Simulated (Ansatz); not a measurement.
Set up this calculation in Ansatz 0.2.0, as the native input.

| Item | Value |
| --- | --- |
| Task | elastic constants |
| Functional | PBE |
| Potentials or basis | Ansatz PAW |
| Cutoff | 420 eV (not typed: the program's choice for these potentials) |
| k mesh | 10 × 10 × 10 |
| Occupations | fermi-dirac, width 0.05 eV |
| Spin | collinear spin, ferromagnetic start |
| Starting moments | [1.0] μB |
| Atoms under strain | relaxed |

The system is Ni.

```
Ni
1.0
    -1.38372    1.38372    1.38372
     1.38372   -1.38372    1.38372
     1.38372    1.38372   -1.38372
Ni
1
Cartesian
  0.0000 0.0000 0.0000
```

This isn't the form of Ni at room conditions, which is fcc.

These files were run (other wordings do the same):

input.yaml

```yaml
crystal:
  lattice:
    - [-1.38371547, 1.38371547, 1.38371547]
    - [1.38371547, -1.38371547, 1.38371547]
    - [1.38371547, 1.38371547, -1.38371547]
  atoms:
    - { symbol: Ni, position: [0.0, 0.0, 0.0], spin: 1.0 }
hamiltonian:
  xc: pbe
  pseudopotentials: { kind: paw }
magnetization:
  spin_polarized: true
kpoints:
  mp_grid: { grid: [10, 10, 10] }
scf:
  occupations: { method: fermi_dirac, width: 0.05 }
output:
  forces: true
  stress: true
elastic:
  mode: relaxed_ion
  stencil: two_point
```

Potentials or basis: Ansatz PAW.

Launch:

```bash
$ ansatz run input.yaml --threads 2 --pin off --max-ram 5632MiB --backend cpu --events-out ev --progress --plain --runs-dir out
```

Results of the run:

```json
{
  "Pressure": "7.5 GPa",
  "Band gap on the k mesh": "none (metal or under the smearing width)",
  "Net moment": "0.50 μB per cell",
  "Absolute moment": "0.56 μB per cell",
  "Site moments": "Ni +0.52 μB",
  "Elastic constants C11, C12, C44": "134, 234, 164 GPa",
  "Voigt bulk modulus": "201 GPa"
}
```

Caveat: the cell is more than 3 GPa from zero pressure, which shifts response properties; the elastic tensor has a negative eigenvalue, so either the cell is unstable as it stands or the mesh is too thin.

It took 8.4 s on 2 threads of Arm Neoverse V2 (shared host), peak memory 0.31 GiB.
